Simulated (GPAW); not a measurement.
# AlN (P6_3mc) in GPAW: settings compared

Aim: see how the results for AlN move with the level of theory and the settings. Levels: optPBE-vdW, PBE. Tasks: equation of state, one-shot levels of the hybrid HSE06.

Everything below comes from runs of GPAW 26.7.0. Logs are shortened: lines on timing, memory, paths and dates and some standing lists are left out, and cuts for length are marked. The log counts tension as positive stress, the text compression.

**Measured values to compare with.**

From “Structural and optical properties of self-assembled AlN nanowires grown on SiO2/Si substrates by molecular beam epitaxy”, 2024, arxiv:2402.00216, for a bulk crystal of AlN at 0 K: band gap 6.0343 eV (an exciton energy, a little under the gap).

The results are compared with them further down.

**1. Starting point**

The structure is hexagonal, space group P6_3mc (No. 186). Conventional cell: a = 3.113 Å, b = 3.113 Å, c = 4.981 Å, α = 90.00°, β = 90.00°, γ = 120.00°. Al (site symmetry 3m) is surrounded by 4 N at 1.89 Å. N (site symmetry 3m) is surrounded by 4 Al at 1.89 Å.

**2. Equation of state, optPBE-vdW**

File run.py:

```python
from ase.eos import EquationOfState
from ase.io import Trajectory, read
from ase.units import GPa
from gpaw import GPAW, PW

atoms = read('AlN.xyz')

traj = Trajectory('eos.traj', 'w')
volumes, energies = [], []
for x in [0.94, 0.96, 0.98, 1.0, 1.02, 1.04, 1.06]:
    a = atoms.copy()
    a.set_cell(atoms.cell * x**(1 / 3), scale_atoms=True)
    calc = GPAW(mode=PW(800),
                xc={'name': 'optPBE-vdW', 'backend': 'libvdwxc'},
                kpts={'size': (7, 7, 4), 'gamma': True},
                occupations={'name': 'fermi-dirac', 'width': 0.05},
                nbands=18,
                convergence={'density': 1e-05, 'energy': 1e-05},
                maxiter=150,
                txt=f'eos-{x:.2f}.txt')
    a.calc = calc
    energies.append(a.get_potential_energy(force_consistent=True))
    volumes.append(a.get_volume())
    calc.write(f'eos-{x:.2f}.gpw')
    traj.write(a)
    print(f'{x:.2f} {volumes[-1]:10.4f} A^3 {energies[-1]:14.6f} eV', flush=True)

v0, e0, B = EquationOfState(volumes, energies, eos='birchmurnaghan').fit()
print(f'V0 = {v0:.4f} A^3, E0 = {e0:.6f} eV, B0 = {B / GPa:.2f} GPa')
```

File AlN.xyz:

```xyz
4
Lattice="3.1130000000 0.0000000000 0.0000000000 -1.5565000000 2.6959370820 0.0000000000 0.0000000000 0.0000000000 4.9810000000" Properties=species:S:1:pos:R:3 pbc="T T T"
Al     1.5565000002      0.8986456939      2.4905000000
Al    -0.0000000002      1.7972913881      0.0000000000
N      1.5565000002      0.8986456939      4.3832800000
N     -0.0000000002      1.7972913881      1.8927800000
```

Potentials or basis: GPAW PAW data sets (gpaw-data 1.2.1), pw.

The run is started by

```console
$ OMP_NUM_THREADS=1 python run.py
```

The program printed:

```text
__  _  _
 | _ |_)|_||  |
 |__||  | ||/\| - 26.7.0

Input parameters:
  mode=PW(ecut=800.0),
  convergence={'density': 1e-05, 'energy': 1e-05},
  kpts=MonkhorstPack(size=(7, 7, 4), gamma=True),
  maxiter=150,
  nbands=18,
  occupations=Occupations(name='fermi-dirac', width=0.05),
  xc=XC(name='optPBE-vdW', backend='libvdwxc')

Diagonalizing LCAO Hamiltonian
Converting LCAO to pw mode

           N

           Al
        N

        Al

Atoms  # Å, Bohr magnetons
|   | symbol |         x |        y |        z |    initial magnetic moments |
|---|--------|-----------|----------|----------|-----------------------------|
| 0 |     Al |  1.524726 | 0.880301 | 2.439659 | ( 0.0000,  0.0000,  0.0000) |
| 1 |     Al | -0.000000 | 1.760602 | 0.000000 | ( 0.0000,  0.0000,  0.0000) |
| 2 |      N |  1.524726 | 0.880301 | 4.293800 | ( 0.0000,  0.0000,  0.0000) |
| 3 |      N | -0.000000 | 1.760602 | 1.854141 | ( 0.0000,  0.0000,  0.0000) |

Unit cell  # Å
| periodic |         x |        y |        z |  lengths |     angles |
|----------|-----------|----------|----------|----------|------------|
|      yes |  3.049452 | 0.000000 | 0.000000 | 3.049452 |  90.000000 |
|      yes | -1.524726 | 2.640903 | 0.000000 | 3.049452 |  90.000000 |
|      yes |  0.000000 | 0.000000 | 4.879318 | 4.879318 | 120.000000 |

Number of symmetries: 6
Symmetry operations  # r_c * U_cc + t_c -> r_c
|   | kind |            matrix            |
|---|------|------------------------------|
| 0 |  σ   |  1, 1, 0,  0,-1, 0,  0, 0, 1 |
| 1 |  E   |  1, 0, 0,  0, 1, 0,  0, 0, 1 |
| 2 |  C3  |  0, 1, 0, -1,-1, 0,  0, 0, 1 |
| 3 |  σ   |  0,-1, 0, -1, 0, 0,  0, 0, 1 |
| 4 |  σ   | -1, 0, 0,  1, 1, 0,  0, 0, 1 |
| 5 |  C3  | -1,-1, 0,  1, 0, 0,  0, 0, 1 |

BZ-sampling:
  Number of BZ points: 196
  Number of IBZ points: 28

  Monkhorst-Pack size: [7, 7, 4]
  Monkhorst-Pack shift: [0.0, 0.0, 0.125]

K-points  # in reciprocal-cell coordinates
|     |                                coordinates |     weight |
|-----|--------------------------------------------|------------|
|   0 | (  0.00000000,   0.00000000,   0.00000000) | 0.00510204 |
|   1 | (  0.00000000,   0.00000000,   0.25000000) | 0.01020408 |
|   2 | (  0.00000000,   0.00000000,   0.50000000) | 0.00510204 |
|   3 | (  0.14285714,   0.00000000,  -0.25000000) | 0.03061224 |
|   4 | (  0.14285714,   0.00000000,   0.00000000) | 0.03061224 |
|   5 | (  0.14285714,   0.00000000,   0.25000000) | 0.03061224 |
|   6 | (  0.14285714,   0.00000000,   0.50000000) | 0.03061224 |
|   7 | (  0.28571429,  -0.14285714,   0.00000000) | 0.03061224 |
|   8 | (  0.28571429,  -0.14285714,   0.25000000) | 0.06122449 |
|   9 | (  0.28571429,  -0.14285714,   0.50000000) | 0.03061224 |
| ... |                                            |            |
|  27 | (  0.42857143,   0.42857143,   0.50000000) | 0.03061224 |

Plane wave coefficients: 2028
Cutoff: 800.0 eV

Spin-components: 1 (collinear spins)
Bands:           18
Projectors:      20
Spin-degeneracy: 2
Datatype:        complex128

Parallelization:
  kpt:    1
  domain: 1
  band:   1

Density:
  Valence electrons: 16.0
  Components: 1
  Grid points: [20 20 32]
  Charge: 0.0  # |e|

Potential:
  Grid points: [20 20 32]

species:
  Al:
    name:    Aluminium
    Z:       13.0
    valence: 3
    core:    10
    charge:  0.0  # [|e|]
    compensation charges:
      type: gauss
      rc: 0.34  # [Å]
      lmax: 2
    cutoffs:
      filter: 1.91  # [Å]
      core: 2.36  # [Å]
    projectors
    | kind |    occ | energy [eV] | rcut [Å] |
    |------|--------|-------------|----------|
    |   3s |  2.000 |      -7.753 |    1.085 |
    |   3p |  1.000 |      -2.712 |    1.085 |
    |    s |        |      19.459 |    1.085 |
    |    p |        |      24.499 |    1.085 |
    |    d |        |       0.000 |    1.085 |

    Using partial waves for Al as LCAO basis

  N:
    name:    Nitrogen
    Z:       7.0
    valence: 5
    core:    2
    charge:  0.0  # [|e|]
    compensation charges:
      type: gauss
      rc: 0.18  # [Å]
      lmax: 2
    cutoffs:
      filter: 1.11  # [Å]
      core: 0.96  # [Å]
    projectors
    | kind |    occ | energy [eV] | rcut [Å] |
    |------|--------|-------------|----------|
    |   2s |  2.000 |     -18.583 |    0.603 |
    |   2p |  3.000 |      -7.089 |    0.529 |
    |    s |        |       8.629 |    0.603 |
    |    p |        |      20.123 |    0.529 |
    |    d |        |       0.000 |    0.577 |

    Using partial waves for N as LCAO basis

Reference energy: -16170.289538  # eV

eigensolver:
  PPCG
  Converge bands: occupied
  niter=2

density mixing:
  MSR1-Mixer
  Pratt-step length: 0.05
  Maximum mixing coefficient: 0.75
  Old densities: 10
  SVD Regularization: 0.005
  Good broyden scale: 1.0
  Trust region scale: 1.0
  Backstep threshold: 4.0
  History deletion threshold: 6.0
  Fourier metric: weight=20.0, sigma=0.015

occupation numbers:
  Fermi-Dirac:
    width: 0.0500  # eV

poisson solver:
  ecut: 6400.0  # eV

xc functional:
  name: vdW-optPBE with libvdwxc
  Mode: serial
  Semilocal: GGA_X_OPTPBE_VDW+LDA_C_PW with 2 nearest neighbor stencil
  Corresponding non-local functional: vdW-DF
  Local blocksize: 40 x 40 x 64
  PAW datasets: PBE

convergence criteria:
- Maximum integral of absolute [dens]ity change: 1e-05 electrons / valence electron
- Maximum [total energy] change in last 3 cyles: 1e-05 eV / valence electron
- Maximum integral of absolute [eigenst]ate change: 4e-08 eV^2 / valence electron
maximum number of iterations: 150

SCF iterations
|iter     | |      energy | eigst |  dens |
|---------|-|-------------|-------|-------|
|iter:   1| |  -56.036992 | -0.26 |       |
|iter:   2| |  -54.831862 | -2.00 | -0.53 |
|iter:   3| |  -51.233302 | -0.68 | -0.58 |
|iter:   4| |  -51.261143 | -2.88 | -1.23 |
|iter:   5| |  -51.277375 | -3.49 | -1.53 |
|iter:   6| |  -51.277574 | -5.14 | -2.70 |
|iter:   7| |  -51.277615 | -6.11 | -3.08 |
|iter:   8| |  -51.277615c| -7.63c| -4.23 |
|iter:   9| |  -51.277615c| -8.40c| -4.50 |
|iter:  10| |  -51.277615c| -7.62c| -4.87 |
|iter:  11| |  -51.277615c| -8.88c| -5.72c|

Converged in 11 steps
Energy contributions relative to reference atoms: (reference = -16170.289538)

Energy contributions:
  Kinetic:          50.981389
  Coulomb:         -42.801206
  Zero:              0.145215
  External:          0.000000
  Xc:              -59.603013
  Entropy:          -0.000000
  Spinorbit:         0.000000
  ----------------------------
  Free energy:     -51.277615
  Extrapolated:    -51.277615

dipole moment: (-0.000001, -0.000001, -6.654081)  # |e|*Ang

Fermi level: 7.675
Eigenvalues  # (at kpt = [0.000, 0.000, 0.000])
| band index |      eig [eV] | occ [0-2] |
|------------|---------------|-----------|
|          0 |        -8.727 |     2.000 |
|          1 |        -6.398 |     2.000 |
|          2 |         0.566 |     2.000 |
|          3 |         5.886 |     2.000 |
|          4 |         5.886 |     2.000 |
|          5 |         6.543 |     2.000 |
[... 8 lines left out ...]
|         14 |        20.619 |     0.000 |
|         15 |        20.639 |     0.000 |
|        ... |               |           |
|         17 |        22.305 |     0.000 |

Gap: 5.014 eV
Transition (v -> c):
  (s=0, k=0, n=7, [0.00, 0.00, 0.00]) -> (s=0, k=0, n=8, [0.00, 0.00, 0.00])
No difference between direct/indirect transitions
# Writing to eos-0.94.gpw (mode='')
```

eos-0.96.txt:

```text
SCF iterations
|iter     | |      energy | eigst |  dens |
|---------|-|-------------|-------|-------|
|iter:   1| |  -56.050457 | -0.26 |       |
|iter:   2| |  -54.856922 | -2.00 | -0.53 |
|iter:   3| |  -51.335924 | -0.69 | -0.58 |
|iter:   4| |  -51.363402 | -2.90 | -1.23 |
[... 31 lines left out ...]
|          2 |         0.452 |     2.000 |
|          3 |         5.684 |     2.000 |
|          4 |         5.684 |     2.000 |
|          5 |         6.336 |     2.000 |
[... 8 lines left out ...]
|         14 |        20.197 |     0.000 |
|         15 |        20.211 |     0.000 |
|        ... |               |           |
|         17 |        21.927 |     0.000 |

Gap: 4.820 eV
Transition (v -> c):
  (s=0, k=0, n=7, [0.00, 0.00, 0.00]) -> (s=0, k=0, n=8, [0.00, 0.00, 0.00])
No difference between direct/indirect transitions
# Writing to eos-0.96.gpw (mode='')
```

Wall time 92 s (1 thread of AMD EPYC 9R14 (Zen 4), shared host); peak memory 0.32 GiB.

What came out:

```yaml
Equilibrium_volume: 10.81 Å³/atom
Bulk_modulus_at_fixed_shape_and_positions: 190 GPa
Pressure_derivative_of_the_bulk_modulus: 4.4
```

Energy against volume, from the lowest point:
| volume (Å³/atom) | energy (meV/atom) |
| --- | --- |
| 9.824 | 63.09 |
| 10.033 | 37.53 |
| 10.242 | 19.24 |
| 10.451 | 7.24 |
| 10.660 | 0.95 |
| 10.869 | 0.00 |
| 11.078 | 3.59 |

Caveat: the cell was scaled at fixed shape and fractional positions, which overstates the stiffness of a crystal with free parameters, most of all of layers and chains; the PAW data sets were made with another functional, which shifts forces and pressure a little.

**3. One-shot levels of the hybrid HSE06, PBE**

File run.py:

```python
import numpy as np
from ase.dft.bandgap import bandgap
from ase.io import write
from ase.spacegroup import crystal
from ase.units import GPa
from gpaw import GPAW, PW
from gpaw.hybrids import NonSelfConsistentHybridXCCalculator
from gpaw.hybrids.energy import non_self_consistent_energy

# Al 2b
# N 2b
atoms = crystal(['Al', 'N'],
                basis=[[0.6666666667, 0.3333333333, 0.5],
                       [0.6666666667, 0.3333333333, 0.88]],
                spacegroup=186, setting=1,  # P6_3mc
                cellpar=[3.113, 3.113, 4.981, 90.0, 90.0, 120.0],
                primitive_cell=True)

calc = GPAW(mode=PW(600),
            xc='PBE',
            kpts={'size': (6, 6, 4), 'gamma': True},
            occupations={'name': 'fermi-dirac', 'width': 0.05},
            nbands=20,
            convergence={'density': 1e-05, 'energy': 1e-05, 'bands': 16, 'eigenstates': 1e-07},
            maxiter=150,
            txt='gpaw.txt')
atoms.calc = calc
energy = atoms.get_potential_energy()
forces = atoms.get_forces()
stress = atoms.get_stress()
calc.write('gs.gpw')
write('result.traj', atoms)
print(f'Energy: {energy:.6f} eV')
print('Forces (eV/A):')
print(forces.round(4))
print('Stress (GPa):', (stress / GPa).round(3))
print('Fermi level:', round(calc.get_fermi_level(), 4), 'eV')
print(f'Gap: {bandgap(calc)[0]:.4f} eV, direct: {bandgap(calc, direct=True)[0]:.4f} eV')

for xc in ['HSE06', 'EXX', 'PBE0']:
    e = non_self_consistent_energy(calc, xc).sum()
    print(f'{xc} energy on these orbitals: {e:.6f} eV')
    nsc = NonSelfConsistentHybridXCCalculator.from_dft_calculation(
        calc.dft, xc, log=f'levels-{xc}.txt')
    dft_skn, hyb_skn = nsc.calculate(calc.dft.ibzwfs, 0, 16)
    np.savetxt(f'levels-{xc}.dat', hyb_skn.reshape((-1, hyb_skn.shape[-1])), fmt='%.4f')
```

Potentials or basis: GPAW PAW data sets (gpaw-data 1.2.1), pw.

The run is started by

```console
$ OMP_NUM_THREADS=1 python run.py
```

gpaw.txt:

```text
__  _  _
 | _ |_)|_||  |
 |__||  | ||/\| - 26.7.0

Input parameters:
  mode=PW(ecut=600.0),
  convergence={'density': 1e-05, 'energy': 1e-05, 'bands': 16, 'eigenstates': 1e-07},
  kpts=MonkhorstPack(size=(6, 6, 4), gamma=True),
  maxiter=150,
  nbands=20,
  occupations=Occupations(name='fermi-dirac', width=0.05),
  xc=XC(name='PBE')

Diagonalizing LCAO Hamiltonian
Converting LCAO to pw mode

           N

           Al
        N

        Al

Atoms  # Å, Bohr magnetons
|   | symbol |         x |        y |        z |    initial magnetic moments |
|---|--------|-----------|----------|----------|-----------------------------|
| 0 |     Al |  1.556500 | 0.898646 | 2.490500 | ( 0.0000,  0.0000,  0.0000) |
| 1 |     Al | -0.000000 | 1.797291 | 0.000000 | ( 0.0000,  0.0000,  0.0000) |
| 2 |      N |  1.556500 | 0.898646 | 4.383280 | ( 0.0000,  0.0000,  0.0000) |
| 3 |      N | -0.000000 | 1.797291 | 1.892780 | ( 0.0000,  0.0000,  0.0000) |

Unit cell  # Å
| periodic |         x |        y |        z |  lengths |     angles |
|----------|-----------|----------|----------|----------|------------|
|      yes |  3.113000 | 0.000000 | 0.000000 | 3.113000 |  90.000000 |
|      yes | -1.556500 | 2.695937 | 0.000000 | 3.113000 |  90.000000 |
|      yes |  0.000000 | 0.000000 | 4.981000 | 4.981000 | 120.000000 |

Number of symmetries: 6
Symmetry operations  # r_c * U_cc + t_c -> r_c
|   | kind |            matrix            |
|---|------|------------------------------|
| 0 |  σ   |  1, 1, 0,  0,-1, 0,  0, 0, 1 |
| 1 |  E   |  1, 0, 0,  0, 1, 0,  0, 0, 1 |
[... 132 lines left out ...]
- Maximum integral of absolute [eigenst]ate change: 1e-07 eV^2 / valence electron
maximum number of iterations: 150

SCF iterations
|iter     | |      energy | eigst |  dens |
|---------|-|-------------|-------|-------|
|iter:   1| |  -33.299989 | +1.14 |       |
|iter:   2| |  -32.280663 | +0.16 | -0.55 |
|iter:   3| |  -29.334262 | -0.51 | -0.60 |
|iter:   4| |  -29.357103 | -2.58 | -1.24 |
|iter:   5| |  -29.369833 | -2.97 | -1.54 |
|iter:   6| |  -29.369931 | -4.88 | -2.76 |
|iter:   7| |  -29.369953c| -5.82 | -3.14 |
|iter:   8| |  -29.369953c| -7.44c| -4.34 |
|iter:   9| |  -29.369953c| -7.48c| -4.73 |
|iter:  10| |  -29.369953c| -8.05c| -5.05c|

Converged in 10 steps
Energy contributions relative to reference atoms: (reference = -16170.289538)

Energy contributions:
  Kinetic:          32.380688
  Coulomb:         -27.317841
  Zero:             -0.035741
  External:          0.000000
  Xc:              -34.397058
  Entropy:          -0.000000
  Spinorbit:         0.000000
  ----------------------------
  Free energy:     -29.369953
  Extrapolated:    -29.369953

dipole moment: (0.000002, -0.000002, -6.829184)  # |e|*Ang

Fermi level: 7.090
Eigenvalues  # (at kpt = [0.000, 0.000, 0.000])
| band index |      eig [eV] | occ [0-2] |
|------------|---------------|-----------|
|          0 |        -9.045 |     2.000 |
|          1 |        -6.899 |     2.000 |
|          2 |         0.156 |     2.000 |
|          3 |         5.314 |     2.000 |
|          4 |         5.314 |     2.000 |
|          5 |         5.965 |     2.000 |
[... 8 lines left out ...]
|         14 |        19.302 |     0.000 |
|         15 |        19.302 |     0.000 |
|        ... |               |           |
|         19 |        23.457 |     0.000 |

Gap: 4.199 eV
Transition (v -> c):
  (s=0, k=0, n=7, [0.00, 0.00, 0.00]) -> (s=0, k=0, n=8, [0.00, 0.00, 0.00])
No difference between direct/indirect transitions

Forces  # eV/Ang
|        x |       y |        z |
|----------|---------|----------|
|  0.00000 | 0.00000 | -0.13387 |  # Al   0
| -0.00000 | 0.00000 | -0.13394 |  # Al   1
|  0.00000 | 0.00000 |  0.13399 |  # N    2
|  0.00000 | 0.00000 |  0.13414 |  # N    3

Stress tensor  # eV/Ang^3
|         x |         y |         z |
|-----------|-----------|-----------|
|  0.013090 | -0.000000 | -0.000000 |
| -0.000000 |  0.013090 | -0.000000 |
| -0.000000 | -0.000000 |  0.003696 |

# Writing to gs.gpw (mode='')
```

levels-HSE06.txt:

```text
IBZ(<points: 24, symmetries: 6>)
Occupied bands: 8
Calculating eigenvalues:
  k-points: 24
  Bands: 0-15 (inclusive)
HSE06-eigenvalue shifts:
  min: -2.401 eV
  ave: -0.326 eV
  max: 1.092 eV
```

Wall time 11 min (1 thread of AMD EPYC 9R14 (Zen 4), shared host); peak memory 0.55 GiB.

What came out:

* Free energy: -29.3700 eV
* Pressure: -1.6 GPa
* Largest force: 0.134 eV/Å
* Band gap on the k mesh: 4.20 eV, direct
* Band gap of the one-shot hybrid: 5.58 eV
* Direct band gap of the one-shot hybrid: 5.58 eV

Forces on the atoms (eV/Å):
```
Al   0.000  0.000 -0.134
Al   0.000  0.000 -0.134
N    0.000  0.000  0.134
N    0.000  0.000  0.134
```

Stress tensor (GPa, compression positive):
```
-2.10  0.00  0.00
 0.00 -2.10  0.00
 0.00  0.00 -0.59
```

Band gaps from one-shot exact exchange on these states (eV): hse06 5.58, hf 12.72, pbe0 6.22

Caveat: the k mesh is coarse; the cutoff is short for stress and forces, so pressures can be off by a GPa or more; energy and the plain gap are those of the semilocal run; the hybrids' values are one shot on its orbitals and mesh.

**4. Comparison with measurements**

Step 3. A measured gap of AlN is 6.0343 eV (an exciton energy, a little under the gap; 0 K; quoted in “Structural and optical properties of self-assembled AlN nanowires grown on SiO2/Si substrates by molecular beam epitaxy”, 2024, arxiv:2402.00216); the calculated 4.20 eV misses it by -1.84 eV. 2 values of this kind are on record (6.034 to 6.0343 eV); this one was drawn at random. The value is that of PBE, without temperature or zero-point motion. Semilocal functionals fall short of measured gaps as a rule.
